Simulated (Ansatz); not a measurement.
## CoO: single point with PBEsol

Crystal: CoO.

```xyz
2
Lattice="1.5055 0.8692 2.4399 -1.5055 0.8692 2.4399 0.0000 -1.7384 2.4399" Properties=species:S:1:pos:R:3 pbc="T T T"
Co    0.0000    0.0000    0.0000
O     0.0000    0.0000    3.6599
```

The cell is a database's computed one.

```yaml
Program: Ansatz 0.2.0
Task: single point
Functional: PBEsol
Potentials_or_basis: Ansatz PAW
Cutoff: "420 eV (not typed: the program's choice for these potentials)"
k_mesh: 11 × 11 × 11
Occupations: fermi-dirac, width 0.05 eV
Spin: collinear spin, ferromagnetic start
Starting_moments: "[2.0, 0.0] μB"
```

| Item | Value |
| --- | --- |
| Pressure | -9.1 GPa |
| Band gap on the k mesh | none (metal or under the smearing width) |
| Net moment | 2.94 μB per cell |
| Absolute moment | 2.95 μB per cell |
| Site moments | Co +2.49; O +0.34 μB |

Stress tensor (GPa, compression positive):
```
-9.02  0.00  0.00
 0.00 -9.02  0.00
 0.00  0.00 -9.37
```

Levels at points of the mesh, in eV from the Fermi level:
Spin up:
```csv
k point,band 9,band 10,band 11,band 12,band 13,band 14,band 15,band 16,band 17
"(0.00, 0.00, 0.00)",-3.32,-3.29,-3.20,-3.20,-3.16,0.79,16.45,17.77,17.77
```
Spin down:
| k point | band 8 | band 9 | band 10 | band 11 | band 12 | band 13 |
| --- | --- | --- | --- | --- | --- | --- |
| (0.00, 0.00, 0.00) | -2.68 | -1.14 | -1.14 | -1.11 | -0.13 | -0.13 |

It took 4.8 s on 2 threads of Intel(R) Xeon(R) Platinum 8488C (Sapphire Rapids), on a shared host, peak memory 0.43 GiB.

Caveat: the pressure holds a Pulay correction of +0.8 GPa for the finite cutoff; a cell with one magnetic atom can't hold antiferromagnetic order, which such compounds often take; semilocal functionals often make such compounds metallic where correlation or magnetic order opens a gap, which also shifts bond lengths; the PAW data sets come from PBE, with cores solved anew for the run's functional, which leaves a small shift of forces and pressure. With open d or f shells a metallic result of PBEsol can be an artefact of self-interaction; +U or a hybrid may open a gap.
